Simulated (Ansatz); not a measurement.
Crystal: Bi.

```xyz
1
Lattice="-1.9814 1.9814 1.9814 1.9814 -1.9814 1.9814 1.9814 1.9814 -1.9814" Properties=species:S:1:pos:R:3 pbc="T T T"
Bi    0.0000    0.0000    0.0000
```

This isn't the form of Bi at room conditions, which is rhombohedral.

| Item | Value |
| --- | --- |
| Program | Ansatz 0.2.0 |
| Task | relaxation of cell and atoms |
| Functional | PBEsol |
| Dispersion | D4 |
| Potentials or basis | Ansatz PAW |
| Cutoff | 420 eV (not typed: the program's choice for these potentials) |
| k mesh | 9 × 9 × 9 |
| Occupations | fermi-dirac, width 0.05 eV |
| Spin | no spin polarisation |

At the start: volume 31.12 Å³/atom.

How do energy, volume and symmetry change on relaxing?

It ends after 5 steps and the volume is 29.17 Å³/atom (-6.3 %); space group Im-3m (No. 229, to 0.05 Å).

The path:
| step | energy change (eV) | largest force (eV/Å) | volume (Å³) |
| --- | --- | --- | --- |
| 1 | 0.0000 | 0.0000 | 31.12 |
| 2 | -0.0217 | 0.0000 | 28.65 |
| 3 | -0.0234 | 0.0000 | 29.21 |
| 4 | -0.0234 | 0.0000 | 29.17 |
| 5 | -0.0230 | 0.0000 | 29.17 |

Final structure:
```cif
data_structure
_symmetry_space_group_name_H-M 'P 1'
_symmetry_Int_Tables_number 1
_cell_length_a 3.3589
_cell_length_b 3.3589
_cell_length_c 3.3589
_cell_angle_alpha 109.471
_cell_angle_beta 109.471
_cell_angle_gamma 109.471
_cell_volume 29.17
loop_
_atom_site_label
_atom_site_type_symbol
_atom_site_fract_x
_atom_site_fract_y
_atom_site_fract_z
_atom_site_occupancy
Bi1 Bi 0.00000 0.00000 0.00000 1
```

Caveat: the plane-wave basis is chosen anew once the cell has moved, so the energies of steps on either side of that aren't comparable; the PAW data sets come from PBE, with cores solved anew for the run's functional, which leaves a small shift of forces and pressure.
